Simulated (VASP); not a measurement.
A run of VASP 6.6.1:

INCAR

```
SYSTEM = InSe
PREC = Accurate ; ENCUT = 400
EDIFF = 1E-6 ; ISMEAR = 0
SIGMA = 0.02 ; LREAL = .False.
LASPH = .True. ; NELM = 100
ALGO = Normal ; ISIF = 3
LWAVE = .False. ; LCHARG = .False.
GGA = PE ; IBRION = 2
NSW = 60 ; EDIFFG = -0.005
```

File KPOINTS:

```
Automatic mesh
0
Gamma
  8 8 2
  0 0 0
```

File POSCAR:

```
InSe
1.0
    4.0500000000      0.0000000000      0.0000000000
   -2.0250000000      3.5074028853      0.0000000000
    0.0000000000      0.0000000000     16.9300000000
In Se
4 4
Direct
    0.3333333333      0.6666666667      0.1570000000
    0.6666666667      0.3333333333      0.6570000000
    0.3333333333      0.6666666667      0.3430000000
    0.6666666667      0.3333333333      0.8430000000
    0.3333333333      0.6666666667      0.6020000000
    0.6666666667      0.3333333333      0.1020000000
    0.3333333333      0.6666666667      0.8980000000
    0.6666666667      0.3333333333      0.3980000000
```

Potentials or basis: VASP PAW PBE potentials, release 64 (In_d, Se).

Command:

```sh
$ cat potpaw_PBE.64/In_d/POTCAR potpaw_PBE.64/Se/POTCAR > POTCAR
$ mpirun -np 1 vasp_std > vasp.out
```

Hardware: 1 thread of Intel(R) Xeon(R) 6975P-C (Granite Rapids) (shared host).

Task: Estimate the wall time of this run.

Result: Run time: 38 min on 1 thread of Intel(R) Xeon(R) 6975P-C (Granite Rapids), with other jobs on the host, peak memory 0.35 GiB. Counts: scf iterations 315, k points 20, ion steps 45.
